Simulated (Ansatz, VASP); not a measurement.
## One calculation of BN, two programs

```
B N
1.0
     1.16972    0.67534    3.45706
    -1.16972    0.67534    3.45706
     0.00000   -1.35068    3.45706
B N
1 1
Direct
  0.00264 0.00264 0.00264
  0.32980 0.32980 0.32980
```

Alike in both runs: task single point; functional PBE; k mesh 12 × 12 × 12; occupations gaussian, width 0.02 eV; no spin polarisation.

```csv
,VASP,Ansatz
version,VASP 6.6.1,Ansatz 0.2.0
potentials or method,"VASP PAW PBE potentials, release 64 (B, N)","scalar-relativistic, plane waves, PAW"
plane-wave cutoff (eV),520,420
valence electrons in the cell,8,8
```

```tsv
	VASP	Ansatz	Ansatz less VASP
gap on the k mesh at the Fermi level (eV)	4.74	4.75	+0.012
least direct gap on the mesh (eV)	5.19	5.20	+0.005
pressure (GPa)	66.0	65.9	-0.08
largest component of the traceless stress (GPa)	64.92	64.60	-0.319
rms of the force components (eV/Å)	0.372	0.368	-0.0039
```

Atom by atom the forces differ by 0.004 eV/Å (rms over components). The functional is the same, so the differences come from potentials, cutoffs and numerics.

Caveats: the cell as given lies far from equilibrium; so large a pressure means that the cell lies far from this level's equilibrium, or that cutoff or potentials fall short (VASP). A k mesh can miss the band edges.
